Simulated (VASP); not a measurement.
Write the native input for VASP 6.6.1 that does the following.

```
Task                   : single point
Functional             : PBE
Dispersion             : D3(BJ)
Potentials or basis    : VASP PAW PBE potentials, release 64 (Sb)
Cutoff                 : 520 eV
k mesh                 : 12 × 12 × 1
Occupations            : gaussian, width 0.04 eV
Spin                   : no spin polarisation
Dipole correction      : yes
Further INCAR settings : ALGO = Normal; EDIFF = 1e-06; NBANDS = 12
```

The structure of Sb lies in POSCAR:

```
Sb
1.0
    4.0448463384      0.0000000000      0.0000000000
   -2.0224231692      3.5029396835      0.0000000000
    0.0000000000      0.0000000000     20.5300000000
Sb
2
Direct
    0.0000000000      0.0000000000      0.5459126374
    0.6666666667      0.3333333333      0.6274924455
```

The cell was built by a generator and needn't be a form met in nature.

One way to write it, as run:

INCAR

```
ALGO = Normal
DIPOL = 0.5 0.5 0.587
EDIFF = 1E-6
ENCUT = 520
GGA = PE
IDIPOL = 3
ISIF = 2
ISMEAR = 0
IVDW = 12
LASPH = T
LCHARG = T
LDIPOL = T
LELF = T
LREAL = F
LVACPOTAV = T
LVHAR = T
LWAVE = F
NBANDS = 12
NELM = 100
PREC = Accurate
SIGMA = 0.04
```

KPOINTS

```
k-points
0
Gamma
  12 12 1
```

Potentials or basis: VASP PAW PBE potentials, release 64 (Sb).

Command:

```bash
$ cat potpaw_PBE.64/Sb/POTCAR > POTCAR
$ mpirun -np 1 vasp_std > vasp.out
```

Results of the run:

| Property | Result |
| --- | --- |
| Largest force | 0.063 eV/Å |
| Band gap on the k mesh | 1.07 eV, indirect (least direct gap 1.65 eV) |
| Dispersion energy per atom | -0.239 eV |
| Ionisation potential of the upper face | 4.60 eV |

Caveat: spin-orbit coupling is left out, which moves the levels of the heavy elements.

It took 46 s on 1 thread of Intel(R) Xeon(R) 6975P-C (Granite Rapids), with other jobs on the host, peak memory 0.39 GiB.
